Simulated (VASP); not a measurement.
TiO2 (Rutile), 6 atoms in the cell. The structure is tetragonal, space group P4_2/mnm (No. 136). The conventional cell has a = 4.646 Å, b = 4.646 Å, c = 2.966 Å, α = 90.00°, β = 90.00°, γ = 90.00°. Ti (site symmetry mmm) is surrounded by 6 O at 1.96 to 2.00 Å. O (site symmetry m2m) is surrounded by 3 Ti at 1.96 to 2.00 Å. 

```yaml
Program: VASP 6.6.1
Task: relaxation of cell and atoms
Functional: PBE
Potentials_or_basis: VASP PAW PBE potentials, release 64 (Ti_sv, O)
Cutoff: 600 eV
k_mesh: 6 × 6 × 10
Occupations: gaussian, width 0.03 eV
Spin: no spin polarisation
Further_INCAR_settings: ALGO = Normal; EDIFF = 1e-07; IBRION = 2; EDIFFG = -0.005; NSW = 90; ISIF = 3
```

Potentials or basis: VASP PAW PBE potentials, release 64 (Ti_sv, O).

Launch:

```console
$ cat potpaw_PBE.64/Ti_sv/POTCAR potpaw_PBE.64/O/POTCAR > POTCAR
$ mpirun -np 2 vasp_std > vasp.out
```

Hardware: 2 MPI ranks on AMD EPYC 9R45 96-Core Processor (Zen 5), on a shared host.

**Question.** How long does it take, and how much memory?

**Answer.** Run time: 42 s on 2 MPI ranks on AMD EPYC 9R45 96-Core Processor (Zen 5) (shared host), peak memory 0.23 GiB a rank. Counts: scf iterations 16, k points 60, ion steps 1.
